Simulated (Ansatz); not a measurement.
## InSe: rigid cleavage

Computed with DFT PBEsol, scalar-relativistic, plane waves, PAW in Ansatz 0.2.0. Cutoff 420 eV, Γ-centred 5×7×3 k-points, Gaussian smearing of 0.05 eV. No spin polarisation. Energies are free energies at this smearing, counted from the undisturbed cell; pressure is positive in compression.

Reference structure (relaxed at this level; this form isn't the usual structure):

```yaml
crystal:
  lattice:
    - [-4.26981, 2.05527, -4.26680]
    - [0.00000, 4.11055, 0.00000]
    - [9.08516, -2.05527, -8.54948]
  atoms:
    - { symbol: In, position: [0.47591, 0.88580, 0.91422] }
    - { symbol: In, position: [0.14258, 0.88580, 0.58088] }
    - { symbol: In, position: [0.80925, 0.88580, 0.24755] }
    - { symbol: In, position: [0.19075, 0.11420, 0.08585] }
    - { symbol: In, position: [0.85742, 0.11420, 0.75252] }
    - { symbol: In, position: [0.52409, 0.11420, 0.41918] }
    - { symbol: Se, position: [0.58121, 0.65472, 0.55735] }
    - { symbol: Se, position: [0.24788, 0.65472, 0.22402] }
    - { symbol: Se, position: [0.91454, 0.65472, 0.89069] }
    - { symbol: Se, position: [0.08546, 0.34528, 0.44271] }
    - { symbol: Se, position: [0.75212, 0.34528, 0.10938] }
    - { symbol: Se, position: [0.41879, 0.34528, 0.77605] }
```

The cut lies on the cell's a–b face, a (2 0 -1) plane (indices in the standard cell, whose axes needn't be the Cartesian ones shown) of area 24.81 Å², between layers 2.14 Å apart. Vector c is lengthened by d along the normal with the atoms' Cartesian places fixed: one unrelaxed cut a cell.

| d (Å) | energy (J/m²) | traction dE/dd (GPa) | gap on the mesh (eV) |
| --- | --- | --- | --- |
| 0.00 | 0.00 | 0.0 | 0.74 |
| 0.50 | 0.22 | 7.0 | 0.61 |
| 1.00 | 0.60 | 7.4 | 0.40 |
| 2.00 | 1.17 | 3.9 | 0.08 |
| 3.00 | 1.41 | 1.1 | 0.00 |
| 6.00 | 1.47 | 0.0 | 0.00 |

Where the gap reads zero the k-mesh, chosen for the insulator, is on the coarse side.